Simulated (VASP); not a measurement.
**KI: relaxation of cell and atoms with LDA**

Crystal: KI.

```
CELL_PARAMETERS angstrom
0.00000 3.41353 3.41353
3.41353 0.00000 3.41353
3.41353 3.41353 0.00000
ATOMIC_POSITIONS crystal
K 0.00000 0.00000 0.00000
I 0.50000 0.50000 0.50000
```

```
Program                : VASP 6.6.1
Task                   : relaxation of cell and atoms
Functional             : LDA
Potentials or basis    : VASP PAW LDA potentials, release 64 (K_sv, I)
Cutoff                 : 600 eV
k mesh                 : 8 × 8 × 8
Occupations            : gaussian, width 0.03 eV
Spin                   : no spin polarisation
Further INCAR settings : ALGO = Normal; EDIFF = 1e-07; IBRION = 2; EDIFFG = -0.005; NSW = 90; ISIF = 3
```

The pressure after relaxing is 0.0 GPa and the band gap on the k mesh is 3.87 eV, direct.

Final structure:
```
K I
1.0
     0.00000    3.41353    3.41353
     3.41353    0.00000    3.41353
     3.41353    3.41353    0.00000
K I
1 1
Direct
  0.00000 0.00000 0.00000
  0.50000 0.50000 0.50000
```

Levels at points of the mesh, in eV from the valence-band top:
| k point | band 5 | band 6 | band 7 | band 8 | band 9 | band 10 | band 11 | band 12 |
| --- | --- | --- | --- | --- | --- | --- | --- | --- |
| (0.00, 0.00, 0.00) | -10.74 | 0.00 | 0.00 | 0.00 | 3.87 | 6.22 | 6.22 | 6.22 |
| (0.50, 0.00, 0.00) | -10.26 | -1.65 | -0.45 | -0.45 | 5.36 | 7.71 | 8.18 | 8.18 |
| (0.50, 0.50, 0.00) | -10.55 | -1.21 | -0.44 | -0.44 | 4.49 | 5.72 | 8.04 | 8.85 |

Wall time 32 s on 1 thread of Intel(R) Xeon(R) Platinum 8488C (Sapphire Rapids), with other jobs on the host, peak memory 0.21 GiB.

Caveat: the relaxation stopped at its first step, so nothing moved; spin-orbit coupling is left out, which moves the levels of the heavy elements. A k mesh can miss the band edges.
